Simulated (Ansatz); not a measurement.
## Spin–orbit splittings in Ti

```
Ti
1.0
     0.00000    2.03000    2.03000
     2.03000    0.00000    2.03000
     2.03000    2.03000    0.00000
Ti
1
Direct
  0.00000 0.00000 0.00000
```

The cell is COD entry 1534878, as deposited and not checked against the literature; nothing was relaxed.

Levels of theory: DFT, PBE, all-electron LAPW, scalar-relativistic (Ansatz 0.2.0); DFT, PBE, all-electron LAPW, Dirac equation with spin-orbit coupling (Ansatz 0.2.0).

Settings: a Γ-centred 15×15×15 k mesh, Fermi–Dirac smearing of 0.05 eV, basis error target 0.25 meV/atom, no spin polarisation.

Levels between -8 and 1 eV, each run counted from its own valence-band top where it has a gap, else its Fermi level. Scalar levels are listed once for both spins; with the coupling every spinor state is counted. Levels near the edges of the range can cross them.

(1) At Γ (0.000, 0.000, 0.000) the scalar-relativistic levels are -6.15, 0.90 (×3). What are they with spin–orbit coupling?

(2) At L (0.500, 0.500, 0.500) the scalar-relativistic levels are -2.67, 0.72, 0.78 (×2). What are they with spin–orbit coupling?

Answers

(1) -6.15 (×2), 0.89 (×4), 0.92 (×2).

(2) -2.67 (×2), 0.72 (×2), 0.76 (×2), 0.79 (×2).
